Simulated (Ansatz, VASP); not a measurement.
## One calculation of LiH2, two programs

Contents of INCAR:

```
PREC = Accurate
ENCUT = 600
EDIFF = 1E-6
ISMEAR = 0
SIGMA = 0.1
LREAL = False
LASPH = True
NELM = 100
ALGO = Normal
ISIF = 3
LWAVE = False
LCHARG = False
GGA = PE
IBRION = 2
NSW = 100
EDIFFG = -0.01
```

Contents of KPOINTS:

```
regular mesh
0
Gamma
  12 12 12
```

The input POSCAR:

```
LiH2
1.0
    0.0000000000      2.6816319075      2.6816319075
    2.6816319075      0.0000000000      2.6816319075
    2.6816319075      2.6816319075      0.0000000000
Li H
2 4
Direct
    0.0000000000      0.0000000000      0.0000000000
    0.2500000000      0.2500000000      0.2500000000
    0.6250000000      0.6250000000      0.6250000000
    0.1250000000      0.6250000000      0.6250000000
    0.6250000000      0.6250000000      0.1250000000
    0.6250000000      0.1250000000      0.6250000000
```

Input for Ansatz:

```yaml
crystal:
  lattice:
    - [0.0, 2.6816319075, 2.6816319075]
    - [2.6816319075, 0.0, 2.6816319075]
    - [2.6816319075, 2.6816319075, 0.0]
  atoms:
    - { symbol: Li, position: [0.0, 0.0, 0.0] }
    - { symbol: Li, position: [0.25, 0.25, 0.25] }
    - { symbol: H, position: [0.625, 0.625, 0.625] }
    - { symbol: H, position: [0.125, 0.625, 0.625] }
    - { symbol: H, position: [0.625, 0.625, 0.125] }
    - { symbol: H, position: [0.625, 0.125, 0.625] }
basis:
  ecutwfc: 420
kpoints:
  mp_grid: { grid: [12, 12, 12] }
hamiltonian:
  xc: pbe
scf:
  occupations: { method: gaussian, width: 0.1 }
output:
  forces: true
  stress: true
  eigenvalues: true
  write_density: true
  write_potential: true
  elf: true
  volumetric_format: npy
relax:
  adjacent_minimum: "off"
  f_tol: 0.01
  max_steps: 80
  cell: { stress_tol: 0.05 }
```

Change from the starting cell: species swapped into the PbAu2 type (Fd-3m, No. 227).

Alike in both runs: task relaxation of cell and atoms; functional PBE; k mesh 12 × 12 × 12; occupations gaussian, width 0.1 eV; no spin polarisation.

|  | VASP | Ansatz |
| --- | --- | --- |
| version | VASP 6.6.1 | Ansatz 0.2.0 |
| potentials or method | VASP PAW PBE potentials, release 64 (Li_sv, H) | scalar-relativistic, plane waves, PAW |
| plane-wave cutoff (eV) | 600 | 420 |
| valence electrons in the cell | 10 | 10 |

Ansatz gave:

| Item | Value |
| --- | --- |
| gap on the k mesh at the Fermi level, each at its own relaxed structure (eV) | none |
| relaxed volume (Å³/atom) | 6.38 |
| relaxed cell length with the largest relative difference (Å) | 3.782 |

Q: What did VASP give for the same quantities?

A: gap on the k mesh at the Fermi level, each at its own relaxed structure (eV): none; relaxed volume (Å³/atom): 6.38; relaxed cell length with the largest relative difference (Å): 3.784.

A gap of «none» marks a metal or a gap that the smearing closes.

Caveats: the cutoff is under 1.25 times the usual one of these potentials, so pressure, stress and relaxed cells hold a basis-set (Pulay) error (VASP).
